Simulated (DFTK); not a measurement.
Runs of DFTK 0.8.2 on Ag. Symmetry: Fm-3m, No. 225, cubic system. Conventional cell: a = 4.085 Å, b = 4.085 Å, c = 4.085 Å, α = 90.00°, β = 90.00°, γ = 90.00°. Ag (site symmetry m-3m) is surrounded by 12 Ag at 2.89 Å. 

```tsv
task	level	potentials or basis	U	k mesh	cutoff (eV)	start of the occupations	symmetries used	SCF solver	mesh quality	gap on the mesh (eV)	pressure (GPa)
band structure	BJ06	SG15 1.2 (PBE)	-	9 × 9 × 9	1225	-	-	-	not flagged	none	-
band structure	PBEsol+U	dojo.nc.sr.pbesol.v0_4_1.standard.upf (PBEsol)	Ag d U = 4.5 eV	6 × 6 × 6	1116	half filled (the program's default)	no	-	coarse	none	1.0
band structure	PBEsol+U	dojo.nc.sr.pbesol.v0_4_1.standard.upf (PBEsol)	Ag d U = 8 eV	6 × 6 × 6	1116	half filled (the program's default)	no	-	coarse	none	3.0
single point	PBEsol	dojo.nc.sr.pbesol.v0_4_1.standard.upf (PBEsol)	-	11 × 11 × 11	1116	-	-	-	not flagged	none	(a)
```

Alike in all rows: no spin polarisation; cell as given; smearing fermi-dirac 0.05 eV.

Fill in the values left out.

(a) -3.1.

Caveats: some runs use coarse meshes; the Hubbard orbitals reach further out than in other programs, which can move energies by up to some tens of meV an atom (some runs); U without spin polarisation on a metal has little footing (some runs); the U is typed as a test and isn't derived for this compound (some runs); the program leaves the constant c of mgga_x_tb09 at 1, so the potential is Becke-Johnson's (BJ06) and not Tran and Blaha's, with levels but no total energy (some runs); the potentials were made for another functional, which shifts forces and pressure (some runs).

A k mesh can miss the band edges, and the runs leave out spin-orbit coupling on Ag.

A gap of «none» marks a metal or a gap under the smearing width.
